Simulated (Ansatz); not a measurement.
## MoS$_{2}$: random displacements

These are results of DFT PBE+D3(BJ), scalar-relativistic, plane waves, PAW in Ansatz, not measurements. Settings: plane waves to 420 eV, k-mesh 12×12×4 (Γ-centred), Gaussian smearing 0.05 eV. No spin polarisation. Energies are free energies at this smearing, counted from the undisturbed cell; pressure is positive in compression.

The starting cell (relaxed at this level):

```yaml
crystal:
  lattice:
    - [3.14935, 0.00000, 0.00000]
    - [-1.57468, 2.72742, 0.00000]
    - [0.00000, 0.00000, 12.09075]
  atoms:
    - { symbol: Mo, position: [0.33333, 0.66667, 0.25000] }
    - { symbol: Mo, position: [0.66667, 0.33333, 0.75000] }
    - { symbol: S, position: [0.33333, 0.66667, 0.62049] }
    - { symbol: S, position: [0.66667, 0.33333, 0.12049] }
    - { symbol: S, position: [0.33333, 0.66667, 0.87951] }
    - { symbol: S, position: [0.66667, 0.33333, 0.37951] }
```

The atoms are displaced (Å, in the unstrained cell):

```csv
atom,ux,uy,uz
Mo1,0.073,0.142,0.046
Mo2,-0.083,0.004,-0.187
S3,-0.009,-0.589,0.121
S4,-0.053,0.229,0.332
S5,0.029,0.071,-0.296
S6,0.042,0.143,-0.015
```

Strain (Voigt, engineering shear): (0.0190, 0.0010, -0.0003, 0.0026, 0.0164, -0.0049).

(1) What are the energy change, the stress and the forces?

Answers

(1) ΔE = 702.1 meV/atom; stress (xx, yy, zz, yz, xz, xy; compression positive) (31.47, 10.27, 39.22, -4.71, -4.60, -4.06) GPa.
| atom | Fx (eV/Å) | Fy | Fz |
| --- | --- | --- | --- |
| Mo1 | -3.01 | 1.48 | 4.94 |
| Mo2 | 2.32 | -3.81 | 6.02 |
| S3 | -1.44 | 3.94 | -9.16 |
| S4 | 2.98 | -1.50 | -6.77 |
| S5 | -0.87 | -0.11 | 3.20 |
| S6 | 0.03 | 0.01 | 1.77 |